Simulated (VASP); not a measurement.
**VASP 6.6.1 run: CdS**

INCAR

```
IBRION = -1
NBANDS = 16
LREAL = .FALSE.
ISMEAR = 0
NELECT = 18.5
SIGMA = 0.01
ENCUT = 520
ISIF = 2
EDIFF = 1E-7
NSW = 0
LCHARG = .FALSE.
LASPH = .TRUE.
LWAVE = .FALSE.
GGA = PE
PREC = Accurate
NELM = 120
```

KPOINTS

```
KPOINTS created by Atomic Simulation Environment
0
Gamma
8 8 8
0 0 0
```

POSCAR

```
Cd S
 1.0000000000000000
     0.0000000000000000    2.9979991399000001    2.9979991399000001
     2.9979991399000001    0.0000000000000000    2.9979991399000001
     2.9979991399000001    2.9979991399000001    0.0000000000000000
 Cd  S
   1   1
Cartesian
  0.0000000000000000  0.0000000000000000  0.0000000000000000
  1.4989995699500001  1.4989995699500001  1.4989995699500001
```

The recommended PBE PAW datasets give the neutral cell 18 valence electrons.

Command

```
mpirun -np 1 vasp_std
```

OSZICAR

```
N       E                     dE             d eps       ncg     rms          rms(c)
DAV:   1     0.111334057989E+03    0.11133E+03   -0.90437E+03   952   0.103E+03
DAV:   2    -0.690768299413E+00   -0.11202E+03   -0.10657E+03  1144   0.256E+02
DAV:   3    -0.506527200343E+01   -0.43745E+01   -0.43415E+01  1152   0.525E+01
DAV:   4    -0.509257835390E+01   -0.27306E-01   -0.27304E-01  1192   0.403E+00
DAV:   5    -0.509295762242E+01   -0.37927E-03   -0.37927E-03  1152   0.447E-01    0.107E+01
DAV:   6    -0.442849045388E+01    0.66447E+00   -0.13178E+00  1216   0.106E+01    0.761E+00
DAV:   7    -0.441821439152E+01    0.10276E-01   -0.22873E-01  1104   0.303E+00    0.302E+00
DAV:   8    -0.441673520631E+01    0.14792E-02   -0.17145E-02  1144   0.155E+00    0.497E-01
DAV:   9    -0.441663952641E+01    0.95680E-04   -0.11584E-03  1152   0.419E-01    0.773E-02
DAV:  10    -0.441677945215E+01   -0.13993E-03   -0.33416E-04  1048   0.154E-01    0.711E-02
DAV:  11    -0.441683193610E+01   -0.52484E-04   -0.10526E-04  1144   0.107E-01    0.716E-03
DAV:  12    -0.441683098982E+01    0.94628E-06   -0.54686E-06  1064   0.242E-02    0.452E-03
DAV:  13    -0.441683147225E+01   -0.48242E-06   -0.23330E-06  1120   0.858E-03    0.545E-03
DAV:  14    -0.441683138752E+01    0.84732E-07   -0.79417E-08   904   0.346E-03
   1 F= -.44168314E+01 E0= -.44167518E+01  d E =-.159196E-03
```

From OUTCAR

```
k-points           NKPTS =     29   k-points in BZ     NKDIM =     29   number of bands    NBANDS=     16

   NELECT =      18.5000    total number of electrons

   dimension x,y,z NGX =    32 NGY =   32 NGZ =   32
   dimension x,y,z NGXF=    64 NGYF=   64 NGZF=   64

  energy-cutoff  :      520.00
  volume of cell :       53.89
      direct lattice vectors                 reciprocal lattice vectors
     0.000000000  2.997999140  2.997999140    -0.166777900  0.166777900  0.166777900
     2.997999140  0.000000000  2.997999140     0.166777900 -0.166777900  0.166777900
     2.997999140  2.997999140  0.000000000     0.166777900  0.166777900 -0.166777900

 k-points in reciprocal lattice and weights: KPOINTS created by Atomic Simulation Env
   0.00000000  0.00000000  0.00000000       0.002
   0.12500000  0.00000000  0.00000000       0.016
   0.25000000  0.00000000  0.00000000       0.016
   0.37500000  0.00000000  0.00000000       0.016
   0.50000000  0.00000000  0.00000000       0.008
   0.12500000  0.12500000  0.00000000       0.012
   0.25000000  0.12500000  0.00000000       0.047
   0.37500000  0.12500000  0.00000000       0.047
   ...

 E-fermi :   3.8897

 k-point     1 :       0.0000    0.0000    0.0000
  band No.  band energies     occupation
      1     -11.2526      2.00000
      2      -6.8035      2.00000
      3      -6.8035      2.00000
      4      -6.8035      2.00000
      5      -6.4255      2.00000
      6      -6.4255      2.00000
      7       0.6625      2.00000
      8       0.6625      2.00000
      9       0.6625      2.00000
     10       1.3739      2.00000
     11       7.0104      0.00000
     12       7.0104      0.00000
     13       7.0104      0.00000
     14      11.1932      0.00000
     15      11.8464      0.00000
     16      11.8464      0.00000

 k-point     2 :       0.1250    0.0000    0.0000
  band No.  band energies     occupation
      1     -11.1976      2.00000
      2      -6.7851      2.00000
      3      -6.7851      2.00000
      4      -6.7564      2.00000
      5      -6.4263      2.00000
      6      -6.4263      2.00000
      7      -0.3883      2.00000
      8       0.5549      2.00000
      9       0.5549      2.00000
     10       2.2722      2.00000
     11       6.6953      0.00000
     12       7.1924      0.00000
     13       7.1924      0.00000
     14      11.1997      0.00000
     15      11.1997      0.00000
     16      11.8308      0.00000

 k-point     3 :       0.2500    0.0000    0.0000
  band No.  band energies     occupation
      1     -11.0640      2.00000
      2      -6.7455      2.00000
      3      -6.7455      2.00000
      4      -6.5920      2.00000
      5      -6.4219      2.00000
      6      -6.4219      2.00000
      7      -1.7380      2.00000
      8       0.3127      2.00000
      9       0.3127      2.00000
     10       3.0637      2.00000
     11       6.5903      0.00000
     12       7.4679      0.00000
     13       7.4679      0.00000
     14      10.9560      0.00000
     15      10.9560      0.00000
     16      11.2470      0.00000

 ...

  Total        4.5499600      4.5499600      4.5499600     -0.0000000     -0.0000000      0.0000000
  in kB      135.2675578    135.2675578    135.2675578     -0.0000000     -0.0000000      0.0000000
  external PRESSURE =     135.2675578 kB  Pullay stress =       0.0000000 kB

 POSITION                                       TOTAL-FORCE (eV/Angst)
 -----------------------------------------------------------------------------------
      0.00000      0.00000      0.00000        -0.000000     -0.000000     -0.000000
      1.49900      1.49900      1.49900         0.000000      0.000000      0.000000
 -----------------------------------------------------------------------------------
    total drift:                               -0.000000     -0.000000     -0.000000

  FREE ENERGIE OF THE ION-ELECTRON SYSTEM (eV)
  ---------------------------------------------------
  free  energy   TOTEN  =        -4.4168313875 eV

  energy  without entropy=       -4.4166721918  energy(sigma->0) =       -4.41675179
```

It converged. Results: pressure 13.5 GPa.

The cell is charged and sits in a uniform background.

For comparison, a separate PBE run of the intended cell, on usual settings and not on those above, gives a gap of 0.96 eV on its mesh and a pressure of -1.5 GPa.

The run above took about 18 s on one core of a shared host (Intel Xeon Platinum 8488C) and held 0.18 GiB at most.
